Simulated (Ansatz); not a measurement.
# Thickness series of a Mo/SiC/W junction

Wanted: T(E), the conductance and its decay constant for Mo/SiC/W. The lower electrode is Mo bcc(001), the upper one W bcc(001); the barrier is SiC zinc blende(001) (Si and Si faces). In the first transport cell, after relaxation, the nearest pair of electrode and barrier is Mo–Si at 2.64 Å, at a slant, at the lower face and W–Si at 2.62 Å, at a slant, at the upper one. All share a net of side 3.15 Å, which strains the lower electrode by +0.0 %, the upper one by -0.6 % and the barrier by +1.7 %, against typed lattice constants near PBE's. The first steps treat the bulk electrodes alone.

Method: PBE DFT, plane waves, PAW files, in the first sound run; inputs show where later runs differ, in Ansatz 0.2.0.

## Step 1: Starting point

Symmetry: Im-3m, No. 229, cubic system. The conventional cell has a = 3.150 Å, b = 3.150 Å, c = 3.150 Å, α = 90.00°, β = 90.00°, γ = 90.00°. Nearest to Mo lie 8 Mo at 2.73 Å.

## Step 2: The strained electrode, electrode Mo bcc(001)

The electrode is held to the junction's net and relaxed along the normal; its spacing is used for the ideal lead layers.

Contents of input.yaml:

```yaml
crystal:
  lattice:
    - [3.15, 0.0, 0.0]
    - [0.0, 3.15, 0.0]
    - [0.0, 0.0, 3.15]
  atoms:
    - { symbol: Mo, position: [0.0, 0.0, 0.0] }
    - { symbol: Mo, position: [0.5, 0.5, 0.5] }
kpoints:
  mp_grid: { grid: [10, 10, 10] }
scf:
  occupations: { method: fermi_dirac, width: 0.1 }
  max_iter: 150
hamiltonian:
  xc: pbe
relax:
  f_tol: 0.01
  max_steps: 40
  cell: { fix: [a, b, angles] }
```

Launch:

```
$ ansatz run input.yaml --threads 4 --pin off --max-ram 12288MiB --backend cpu --events-out ev --progress --plain --runs-dir out
```

Numbers of over 12 decimals in the logs are rounded to 6 here.

What it wrote:

```text
Warning: crystal.symmetry: narrowed to the stabiliser of the fixed cell quantities (relax.cell.fix) — unitary ops 96 → 32. The narrowing is safe, since a smaller group never makes results wrong: the run goes on under it, on as many k-points as the starting group would need, or more. Excluded: 64 operations that would move a fixed cell quantity at a test strain (relax.cell.fix fixes a, b, alpha, beta, gamma). The cell can leave their symmetry as it relaxes.
Engine: ansatz 0.2.0, aarch64-unknown-linux-gnu
Pseudopotentials: kind: paw
Pseudopotential: Mo, paw, valence charge 14, recommended cutoff 420 eV (normal), Mo.paw.azcp
Functional definition: PBE
  parameter kappa = 0.804
  parameter beta = 0.066725
  exchange = pbe_x(kappa = kappa, mu = beta*pi^2/3)
  correlation = pbe_c(beta = beta)
Crystal: 2 atoms, lattice volume = 31.256 Å³
Basis set: ecut = 420 eV, 619 PW (Γ), exchange–correlation on 48×48×48 points (8 copies of the dense FFT grid, shifted against one another)
Bands: 18, of which v1, the nominal top of the filled ones, is band 14 counted from 1 (13 counted from 0)
Symmetry: 32 space group operations
k-points: 126 of 1000
Non-local potential: Mo, projectors of the file, l = 0: 3, l = 1: 2, l = 2: 2, l = 3: 1
PAW form: soft (Blöchl's): semilocal exchange-correlation on the pseudo side does not see the compensation charge
PAW one-centre angular grid: Mo, 590 points (default); XC on 64 Gauss nodes
Initial density: superposition of atomic densities (neutral atoms: chi_scale 0, normalization atom), corrected by the library's trained network
Initial wavefunctions: pseudopotential atomic-orbital guess
Functional: x = pbe(κ = 0.804, μ = 0.219515), c = pbe(β = 0.066725)
SCF iter   1: F=—  HF=-9912.065036 eV  |F-HF|=—  |Δ(HF+E_count)|=         —  Δρ=2.60e-3  dr2=9.10e-4  ethr=1.77e-3  ⟨swp⟩=5.2  Hψ=10044  notcnv=0
preconditioner: auto → none  [metal: Δε(μ)=0.076 eV  Ē_g=4.627 eV  σ=0.100 eV  W_gap=0.19  n_scr=6 (ndim 8)  ℏωp=23.0 eV  f_vac=0.000  D(μ)=1.24/eV (n_scr^D=6)  sad-step TF]
SCF iter   2: F=—  HF=-9912.065050 eV  |F-HF|=—  |Δ(HF+E_count)|=   1.47e-5  Δρ=1.57e-3  dr2=3.43e-4  ethr=3.25e-6  ⟨swp⟩=2.1  Hψ=4261  notcnv=0
SCF iter   3: F=—  HF=-9912.065083 eV  |F-HF|=—  |Δ(HF+E_count)|=   3.23e-5  Δρ=3.74e-4  dr2=3.27e-5  ethr=1.22e-6  ⟨swp⟩=1.6  Hψ=3013  notcnv=0
SCF iter   4: F=—  HF=-9912.065074 eV  |F-HF|=—  |Δ(HF+E_count)|=   8.88e-6  Δρ=1.47e-4  dr2=2.47e-6  ethr=1.17e-7  ⟨swp⟩=2.7  Hψ=3966  notcnv=0
SCF iter   5: F=—  HF=-9912.065075 eV  |F-HF|=—  |Δ(HF+E_count)|=   8.94e-7  Δρ=4.45e-5  dr2=3.93e-7  ethr=8.82e-9  ⟨swp⟩=2.0  Hψ=4055  notcnv=0
SCF iter   6: F=-9912.065075 eV  HF=-9912.065075 eV  |F-HF|=3.38e-8  |Δ(HF+E_count)|=   1.54e-7  Δρ=1.50e-5  dr2=3.93e-8  ethr=3.57e-10  ⟨swp⟩=4.0  Hψ=7840  notcnv=0
SCF 1 converged in 6 iterations: F = -9912.065075 eV  dr2 = 3.93e-8
  greatest PAW one-centre occupation: 0.998 electrons in one spin orbital (limit 2), on the Mo atom at site 1 (counted from 0), in its partial waves of l = 0
relax step   1: F+E_penalty+E_count = -9912.06507451 eV  Δ(F+E_penalty+E_count) = +0.000e0 eV  max|allowed force component| = 2.416e-30 eV/Å  Δτ_max = 0.0000 Å  P = +2.545 GPa  Ω = 31.256 Å³  fix = [a, b, alpha, beta, gamma]  reactions: a +2.545, b +2.545 GPa  (6 SCF iters, dr2 threshold 1.00e-7 eV, accepted)
Crystal: 2 atoms, lattice volume = 31.818 Å³
Initial density: handed on by an earlier stage of this run
Initial wavefunctions: those handed on with the density
iter 1 solved again at ethr=1.55e-6 eV; its pass at ethr=3.10e-3 eV (dr2=4.35e-4 eV) is discarded
SCF iter   1: F=—  HF=-9912.059291 eV  |F-HF|=—  |Δ(HF+E_count)|=         —  Δρ=2.13e-3  dr2=4.44e-4  ethr=1.55e-6  ⟨swp⟩=2.0  Hψ=14483  notcnv=0
preconditioner: auto → none  [metal: Δε(μ)=0.005 eV  Ē_g=4.528 eV  σ=0.100 eV  W_gap=0.01  n_scr=6 (ndim 8)  ℏωp=22.8 eV  f_vac=0.000  D(μ)=1.26/eV (n_scr^D=6)]
SCF iter   2: F=—  HF=-9912.059379 eV  |F-HF|=—  |Δ(HF+E_count)|=   8.71e-5  Δρ=1.07e-3  dr2=1.10e-4  ethr=1.55e-6  ⟨swp⟩=1.0  Hψ=2268  notcnv=0
SCF iter   3: F=—  HF=-9912.059417 eV  |F-HF|=—  |Δ(HF+E_count)|=   3.86e-5  Δρ=4.87e-5  dr2=5.77e-7  ethr=3.93e-7  ⟨swp⟩=1.0  Hψ=2268  notcnv=0
iter 4 did not close the SCF: its close was put off for the readings that it lacked (scf_convergence_deferred on its scf_iter line)
SCF iter   4: F=-9912.059417 eV  HF=-9912.059417 eV  |F-HF|=4.46e-9  |Δ(HF+E_count)|=   8.47e-8  Δρ=1.44e-5  dr2=1.52e-8  ethr=2.06e-9  ⟨swp⟩=2.0  Hψ=3971  notcnv=0
iter 5 did not close the SCF: its close was put off for the readings that it lacked (scf_convergence_deferred on its scf_iter line)
SCF iter   5: F=-9912.059417 eV  HF=-9912.059417 eV  |F-HF|=1.76e-10  |Δ(HF+E_count)|=   5.36e-9  Δρ=2.20e-6  dr2=4.53e-10  ethr=5.43e-11  ⟨swp⟩=2.3  Hψ=3084  notcnv=0
SCF iter   6: F=-9912.059417 eV  HF=-9912.059417 eV  |F-HF|=9.09e-12  |Δ(HF+E_count)|=  2.42e-10  Δρ=2.66e-7  dr2=8.60e-12  ethr=1.62e-12  ⟨swp⟩=1.0  Hψ=7048  notcnv=0
SCF 2 converged in 6 iterations: F = -9912.059417 eV  dr2 = 8.60e-12
relax step   2: F+E_penalty+E_count = -9912.05941710 eV  Δ(F+E_penalty+E_count) = +5.657e-3 eV  max|allowed force component| = 1.331e-30 eV/Å  Δτ_max = 0.0000 Å  P = -2.024 GPa  Ω = 31.818 Å³  energy of the carried Pulay correction = -1.674e-4 eV  fix = [a, b, alpha, beta, gamma]  (6 SCF iters, dr2 threshold 2.00e-7 eV, rejected (line search))
Crystal: 2 atoms, lattice volume = 31.433 Å³
iter 1 solved again at ethr=7.77e-7 eV; its pass at ethr=3.10e-3 eV (dr2=2.18e-4 eV) is discarded
SCF iter   1: F=—  HF=-9912.066307 eV  |F-HF|=—  |Δ(HF+E_count)|=         —  Δρ=1.46e-3  dr2=2.03e-4  ethr=7.77e-7  ⟨swp⟩=2.4  Hψ=14351  notcnv=0
preconditioner: auto → none  [metal: Δε(μ)=0.026 eV  Ē_g=4.595 eV  σ=0.100 eV  W_gap=0.06  n_scr=6 (ndim 8)  ℏωp=22.9 eV  f_vac=0.000  D(μ)=1.25/eV (n_scr^D=6)]
SCF iter   2: F=—  HF=-9912.066347 eV  |F-HF|=—  |Δ(HF+E_count)|=   3.99e-5  Δρ=7.28e-4  dr2=5.03e-5  ethr=7.24e-7  ⟨swp⟩=1.0  Hψ=2268  notcnv=0
SCF iter   3: F=—  HF=-9912.066368 eV  |F-HF|=—  |Δ(HF+E_count)|=   2.08e-5  Δρ=3.21e-5  dr2=2.43e-7  ethr=1.80e-7  ⟨swp⟩=1.0  Hψ=2268  notcnv=0
SCF iter   4: F=—  HF=-9912.066367 eV  |F-HF|=—  |Δ(HF+E_count)|=   1.37e-7  Δρ=1.05e-5  dr2=7.66e-9  ethr=8.67e-10  ⟨swp⟩=2.0  Hψ=3969  notcnv=0
SCF iter   5: F=—  HF=-9912.066367 eV  |F-HF|=—  |Δ(HF+E_count)|=   2.67e-9  Δρ=1.24e-6  dr2=1.80e-10  ethr=2.73e-11  ⟨swp⟩=2.4  Hψ=3598  notcnv=0
SCF iter   6: F=-9912.066367 eV  HF=-9912.066367 eV  |F-HF|=1.82e-12  |Δ(HF+E_count)|=  5.28e-11  Δρ=1.87e-7  dr2=4.10e-12  ethr=1.00e-12  ⟨swp⟩=5.0  Hψ=9748  notcnv=0
SCF 3 converged in 6 iterations: F = -9912.066367 eV  dr2 = 4.10e-12
relax step   3: F+E_penalty+E_count = -9912.06636741 eV  Δ(F+E_penalty+E_count) = -1.293e-3 eV  max|allowed force component| = 7.691e-30 eV/Å  Δτ_max = 0.0000 Å  P = +1.049 GPa  Ω = 31.433 Å³  energy of the carried Pulay correction = -5.318e-5 eV  fix = [a, b, alpha, beta, gamma]  reactions: a +1.623, b +1.623 GPa  (6 SCF iters, accepted)
[...]
relax step   4: F+E_penalty+E_count = -9912.06637161 eV  Δ(F+E_penalty+E_count) = -4.197e-6 eV  max|allowed force component| = 6.508e-30 eV/Å  Δτ_max = 0.0000 Å  P = +1.105 GPa  Ω = 31.427 Å³  energy of the carried Pulay correction = -5.116e-5 eV  fix = [a, b, alpha, beta, gamma]  reactions: a +1.658, b +1.658 GPa  (6 SCF iters, dr2 threshold 2.55e-8 eV, accepted)
Initial wavefunctions: pseudopotential atomic-orbital guess (no wavefunctions were taken with the density)
iter 1 solved again at ethr=4.34e-8 eV; its pass at ethr=3.10e-3 eV (dr2=1.22e-5 eV) is discarded
SCF iter   1: F=—  HF=-9912.066420 eV  |F-HF|=—  |Δ(HF+E_count)|=         —  Δρ=1.68e-5  dr2=1.27e-8  ethr=4.34e-8  ⟨swp⟩=3.0  Hψ=16381  notcnv=0
SCF iter   2: F=—  HF=-9912.066425 eV  |F-HF|=—  |Δ(HF+E_count)|=   5.40e-6  Δρ=7.68e-6  dr2=2.29e-9  ethr=4.54e-11  ⟨swp⟩=2.1  Hψ=3990  notcnv=0
SCF iter   3: F=—  HF=-9912.066425 eV  |F-HF|=—  |Δ(HF+E_count)|=   2.17e-9  Δρ=1.09e-6  dr2=8.98e-11  ethr=8.17e-12  ⟨swp⟩=2.6  Hψ=3793  notcnv=0
iter 4 did not close the SCF: its close was put off for the readings that it lacked (scf_convergence_deferred on its scf_iter line)
SCF iter   4: F=-9912.066425 eV  HF=-9912.066425 eV  |F-HF|=3.64e-12  |Δ(HF+E_count)|=  5.64e-11  Δρ=2.16e-7  dr2=2.86e-12  ethr=1.00e-12  ⟨swp⟩=2.0  Hψ=3989  notcnv=0
iter 5 did not close the SCF: its close was put off for the readings that it lacked (scf_convergence_deferred on its scf_iter line)
SCF iter   5: F=-9912.066425 eV  HF=-9912.066425 eV  |F-HF|=1.82e-12  |Δ(HF+E_count)|=  1.82e-12  Δρ=3.11e-8  dr2=9.55e-14  ethr=1.00e-12  ⟨swp⟩=1.0  Hψ=2268  notcnv=0
iter 6 did not close the SCF: its close was put off for the readings that it lacked (scf_convergence_deferred on its scf_iter line)
SCF iter   6: F=-9912.066425 eV  HF=-9912.066425 eV  |F-HF|=0.00e0  |Δ(HF+E_count)|=  5.46e-12  Δρ=2.75e-9  dr2=7.50e-16  ethr=1.00e-12  ⟨swp⟩=1.0  Hψ=2268  notcnv=0
iter 7 did not close the SCF: its close was put off for the readings that it lacked (scf_convergence_deferred on its scf_iter line)
SCF iter   7: F=-9912.066425 eV  HF=-9912.066425 eV  |F-HF|=3.64e-12  |Δ(HF+E_count)|=  3.64e-12  Δρ=5.29e-10  dr2=3.22e-17  ethr=1.00e-12  ⟨swp⟩=1.0  Hψ=2268  notcnv=0
SCF iter   8: F=-9912.066425 eV  HF=-9912.066425 eV  |F-HF|=1.82e-12  |Δ(HF+E_count)|=    0.00e0  Δρ=1.54e-10  dr2=2.40e-18  ethr=1.00e-12  ⟨swp⟩=1.0  Hψ=5040  notcnv=0
SCF 5 converged in 8 iterations: F = -9912.066425 eV  dr2 = 2.40e-18
relax step   5: F+E_penalty+E_count = -9912.06642542 eV  Δ(F+E_penalty+E_count) = -5.381e-5 eV  max|allowed force component| = 2.071e-30 eV/Å  Δτ_max = 0.0000 Å  P = +1.104 GPa  Ω = 31.427 Å³  fix = [a, b, alpha, beta, gamma]  reactions: a +1.657, b +1.657 GPa  stress off target by 2.79e-3 GPa on what of the cell is left free  SCF on the basis re-selected at this cell (its energy is not comparable with the rows above)  (8 SCF iters)
basis re-selected at this cell: Δ(F+E_penalty+E_count) = -5.381e-5 eV, ΔP = -0.001 GPa vs the last step (what re-selecting the basis moved, of the pressure what is left beyond the Pulay correction that the steps carried, after the strain that the cell walked since its last selection, with what the two solves' SCF thresholds leave and, on support functions, any second-order correction that the steps lacked; it is no m [...]
SCF converged after 8 iterations
Free energy (F): -9912.066425 eV
Harris-Foulkes:  -9912.066425 eV  (|F-HF|=1.82e-12)
Internal energy: -9912.024885 eV  (E = F + TS)
E sigma→0 (E₀):  -9912.045655 eV
Entropy (-TS):   -0.041541 eV (-20.770 meV/atom)
Fermi energy:    21.009118 eV
--- Per-component energies (eV) ---
  E_band       = -112.959528
  E_kinetic    = 881.733763
  E_local      = -1575.422800  (includes V_loc(G=0)·N_el)
  E_nonlocal   = 285.225483
  E_hartree    = 520.736811
  E_xc         = -367.123459
  E_vxc        = -458.216004  (∫ρ·V_xc dr)
  E_paw        = -6402.421859  (= ΣΔE_a)
  E_vpaw       = -287.753675  (= ΣTr[D̂ρ^β])
  E_aug_tail   = 0.000083  (compensation charges beyond the density's cutoff)
  E_ewald      = -3254.752907
  E_smearing   = -0.041541  (= −TS)
  E_closure    = 0.000000  (closes the sum)
  Σ components = -9912.066425   (vs F -9912.066425, Δ=0.00e0)
--- Forces (eV/Å), atoms counted from 1 ---
  atom   1  Mo     0.00000000    -0.00000000     0.00000000
  atom   2  Mo     0.00000000    -0.00000000     0.00000000
  max |Σ_I F_I| component: 4.00e-29 eV/Å
--- Stress (GPa, compression-positive) ---
        1.656934      -0.000000       0.000000
       -0.000000       1.656934      -0.000000
        0.000000      -0.000000      -0.002792
  P = ⅓ Tr σ = 1.1037 GPa (11.037 kbar)
--- Band table (eV; the first three rows and the last of 126) ---
  k-point 0: bands = [... 10 lower, 15.5922, 19.6078, 19.6078, 19.6697, 22.5917, 22.6714, 24.9173, 24.9364]
  k-point 1: bands = [... 10 lower, 15.7657, 19.5979, 19.5979, 19.7655, 22.3027, 22.7679, 24.3479, 24.3479]
  k-point 2: bands = [... 10 lower, 16.2718, 19.5989, 19.5989, 20.0495, 21.5366, 23.0369, 23.1951, 23.1951]
  k-point 125: bands = [... 10 lower, 18.3803, 18.3803, 18.3803, 18.3803, 23.3840, 23.3840, 23.4277, 23.4277]
--- Relaxed structure (4 steps of the walk, 3 accepted, 1 SCFs on fresh bases) ---
  F+E_penalty+E_count = -9912.06642542 eV   max|allowed force component| = 2.071e-30 eV/Å   (the final SCF, on the basis selected at the relaxed cell)
  cell:  # Å, volume = 31.4267 Å³
    - [3.15, 0, 0.0]
    - [0, 3.15, 0.0]
    - [0.0, 0.0, 3.167215]
  atoms:
    - { symbol: Mo, position: [0.0, 0.0, 0.0] }
    - { symbol: Mo, position: [0.5, 0.5, 0.500000] }
```

The job ended after 5.2 s (4 threads of Arm Neoverse V1, shared host; peak memory 0.37 GiB).

Relaxation path:

```csv
step,energy less that of the first step (eV),largest force component (eV/Å),pressure (GPa),volume (Å³)
1,0.0000,0.0000,2.54,31.26
2,0.0057,0.0000,-2.02,31.82
3,-0.0013,0.0000,1.05,31.43
4,-0.0013,0.0000,1.10,31.43
5*,-0.0014,0.0000,1.10,31.43
```

Relaxation steps marked * repeat the geometry before them on a plane-wave basis chosen anew for their cell, so energy and pressure can jump there. Relaxation step 2 was tried and not accepted.

```csv
cell as run,before,after,change
a (Å),3.150,3.150,+0.0 %
b (Å),3.150,3.150,+0.0 %
c (Å),3.150,3.167,+0.5 %
volume (Å³/atom),15.63,15.71,+0.5 %
```

Final coordinates:

```xyz
2
Lattice="3.1500 0.0000 0.0000 0.0000 3.1500 0.0000 0.0000 0.0000 3.1672" Properties=species:S:1:pos:R:3 pbc="T T T"
Mo    0.0000    0.0000    0.0000
Mo    1.5750    1.5750    1.5836
```

This step gave:

| Item | Value |
| --- | --- |
| free energy | -9912.0664 eV |
| Fermi energy | 21.01 eV |
| pressure | 1.104 GPa |

The cell grew by 0.5 % in volume.

## Step 3: Layer spacing of the electrode, electrode W bcc(001)

System of this step: W. The structure is tetragonal, space group I4/mmm (No. 139). The conventional cell has a = 3.150 Å, b = 3.150 Å, c = 3.184 Å, α = 90.00°, β = 90.00°, γ = 90.00°. Nearest to W lie 8 W at 2.74 Å.

The electrode is held to the junction's net and relaxed along the normal; its spacing is used for the ideal lead layers.

input.yaml, the sections that differ from step 2:

```yaml
crystal:
  lattice:
    - [3.15, 0.0, 0.0]
    - [0.0, 3.15, 0.0]
    - [0.0, 0.0, 3.184]
  atoms:
    - { symbol: W, position: [0.0, 0.0, 0.0] }
    - { symbol: W, position: [0.5, 0.5, 0.5] }
# kpoints, scf, hamiltonian, relax: as in step 2
```

What it wrote:

```text
[...]
Crystal: 2 atoms, lattice volume = 31.593 Å³
Basis set: ecut = 420 eV, 619 PW (Γ), exchange–correlation on 48×48×48 points (8 copies of the dense FFT grid, shifted against one another)
Bands: 18, of which v1, the nominal top of the filled ones, is band 14 counted from 1 (13 counted from 0)
Symmetry: 32 space group operations
[...]
k-points: 126 of 1000
[...]
SCF iter   1: F=—  HF=-20769.646734 eV  |F-HF|=—  |Δ(HF+E_count)|=         —  Δρ=1.73e-3  dr2=3.30e-4  ethr=1.77e-3  ⟨swp⟩=5.0  Hψ=9353  notcnv=0
[...]
SCF iter   6: F=-20769.647523 eV  HF=-20769.647523 eV  |F-HF|=9.13e-10  |Δ(HF+E_count)|=   1.42e-9  Δρ=3.02e-6  dr2=1.22e-9  ethr=7.89e-12  ⟨swp⟩=1.3  Hψ=6997  notcnv=0
SCF 1 converged in 6 iterations: F = -20769.647523 eV  dr2 = 1.22e-9
[...]
relax step   1: F+E_penalty+E_count = -20769.64752320 eV  Δ(F+E_penalty+E_count) = +0.000e0 eV  max|allowed force component| = 1.381e-30 eV/Å  Δτ_max = 0.0000 Å  P = +6.807 GPa  Ω = 31.593 Å³  fix = [a, b, alpha, beta, gamma]  reactions: a +8.074, b +8.074 GPa  (6 SCF iters, dr2 threshold 1.00e-7 eV, accepted)
Crystal: 2 atoms, lattice volume = 32.588 Å³
Basis set: ecut = 420 eV, 627 PW (Γ), exchange–correlation on 48×48×48 points (8 copies of the dense FFT grid, shifted against one another)
[...]
SCF iter   6: F=-20769.623779 eV  HF=-20769.623779 eV  |F-HF|=2.18e-11  |Δ(HF+E_count)|=  7.60e-10  Δρ=5.99e-7  dr2=2.92e-11  ethr=4.92e-12  ⟨swp⟩=1.2  Hψ=5215  notcnv=0
SCF 2 converged in 6 iterations: F = -20769.623779 eV  dr2 = 2.92e-11
relax step   2: F+E_penalty+E_count = -20769.62377898 eV  Δ(F+E_penalty+E_count) = +2.374e-2 eV  max|allowed force component| = 2.958e-30 eV/Å  Δτ_max = 0.0000 Å  P = -2.582 GPa  Ω = 32.588 Å³  energy of the carried Pulay correction = -4.745e-4 eV  fix = [a, b, alpha, beta, gamma]  (6 SCF iters, dr2 threshold 2.00e-7 eV, rejected (line search))
Crystal: 2 atoms, lattice volume = 31.870 Å³
[...]
SCF iter   6: F=-20769.650670 eV  HF=-20769.650670 eV  |F-HF|=1.46e-11  |Δ(HF+E_count)|=  4.40e-10  Δρ=3.92e-7  dr2=1.09e-11  ethr=1.00e-12  ⟨swp⟩=5.0  Hψ=11011  notcnv=0
SCF 3 converged in 6 iterations: F = -20769.650670 eV  dr2 = 1.09e-11
relax step   3: F+E_penalty+E_count = -20769.65067017 eV  Δ(F+E_penalty+E_count) = -3.147e-3 eV  max|allowed force component| = 1.795e-29 eV/Å  Δτ_max = 0.0000 Å  P = +4.006 GPa  Ω = 31.870 Å³  energy of the carried Pulay correction = -1.336e-4 eV  fix = [a, b, alpha, beta, gamma]  reactions: a +6.219, b +6.219 GPa  (6 SCF iters, accepted)
[...]
relax step   4: F+E_penalty+E_count = -20769.65071575 eV  Δ(F+E_penalty+E_count) = -4.558e-5 eV  max|allowed force component| = 4.733e-30 eV/Å  Δτ_max = 0.0000 Å  P = +4.251 GPa  Ω = 31.845 Å³  energy of the carried Pulay correction = -1.216e-4 eV  fix = [a, b, alpha, beta, gamma]  reactions: a +6.383, b +6.383 GPa  (6 SCF iters, dr2 threshold 2.00e-7 eV, accepted)
[...]
SCF iter   8: F=-20769.650845 eV  HF=-20769.650845 eV  |F-HF|=1.09e-11  |Δ(HF+E_count)|=  3.64e-12  Δρ=5.14e-11  dr2=3.84e-19  ethr=1.00e-12  ⟨swp⟩=2.1  Hψ=5638  notcnv=0
SCF 5 converged in 8 iterations: F = -20769.650845 eV  dr2 = 3.84e-19
relax step   5: F+E_penalty+E_count = -20769.65084521 eV  Δ(F+E_penalty+E_count) = -1.295e-4 eV  max|allowed force component| = 3.353e-30 eV/Å  Δτ_max = 0.0000 Å  P = +4.250 GPa  Ω = 31.845 Å³  fix = [a, b, alpha, beta, gamma]  reactions: a +6.382, b +6.382 GPa  stress off target by 1.36e-2 GPa on what of the cell is left free  SCF on the basis re-selected at this cell (its energy is not comparable with the rows above)  (8 SCF iters)
[...]
SCF converged after 8 iterations
Free energy (F): -20769.650845 eV
[...]
Internal energy: -20769.622264 eV  (E = F + TS)
E sigma→0 (E₀):  -20769.636555 eV
Entropy (-TS):   -0.028581 eV (-14.291 meV/atom)
Fermi energy:    22.496154 eV
[...]
--- Stress (GPa, compression-positive) ---
        6.381818       0.000000       0.000000
        0.000000       6.381818      -0.000000
        0.000000      -0.000000      -0.013621
  P = ⅓ Tr σ = 4.2500 GPa (42.500 kbar)
--- Relaxed structure (4 steps of the walk, 3 accepted, 1 SCFs on fresh bases) ---
[...]
cell:  # Å, volume = 31.8453 Å³
    - [3.15, 0, 0]
    - [0, 3.15, 0]
    - [0, 0, 3.209403]
  atoms:
    - { symbol: W, position: [0.0, 0.0, 0.0] }
    - { symbol: W, position: [0.5, 0.5, 0.5] }
```

It took 4.6 s on 4 threads; peak memory 0.36 GiB; 17 s of CPU time.

The steps of the relaxation:

```csv
step,energy less that of the first step (eV),largest force component (eV/Å),pressure (GPa),volume (Å³)
1,0.0000,0.0000,6.81,31.59
2,0.0237,0.0000,-2.58,32.59
3,-0.0031,0.0000,4.01,31.87
4,-0.0032,0.0000,4.25,31.85
5*,-0.0033,0.0000,4.25,31.85
```

Relaxation steps marked * repeat the geometry before them on a plane-wave basis chosen anew for their cell, so energy and pressure can jump there. Relaxation step 2 was tried and not accepted.

Forces are held to the 32 operations that the run works with; a distortion that breaks them can't arise in this run.

```csv
"conventional cell, symmetrised",before,after,change
a (Å),3.150,3.150,+0.0 %
b (Å),3.150,3.150,+0.0 %
c (Å),3.184,3.209,+0.8 %
volume (Å³/atom),15.80,15.92,+0.8 %
```

Final coordinates:

```
W
1.0
     3.15000    0.00000    0.00000
     0.00000    3.15000    0.00000
     0.00000    0.00000    3.20940
W
2
Direct
  0.00000 0.00000 0.00000
  0.50000 0.50000 0.50000
```

This step gave:

```
free energy  : -20769.6508 eV
Fermi energy : 22.50 eV
pressure     : 4.250 GPa
```

[end of part 1 of 6]

[Logs are printed without paths, hosts, clocks, repeated set-up lines and the standing remarks that a program may print on its own settings, such as how far it seeks lower states.]

[Hosts, paths, dates, database ids (printed as entryN), source tags and the programs' standing remarks are cut or masked in the printed files.]
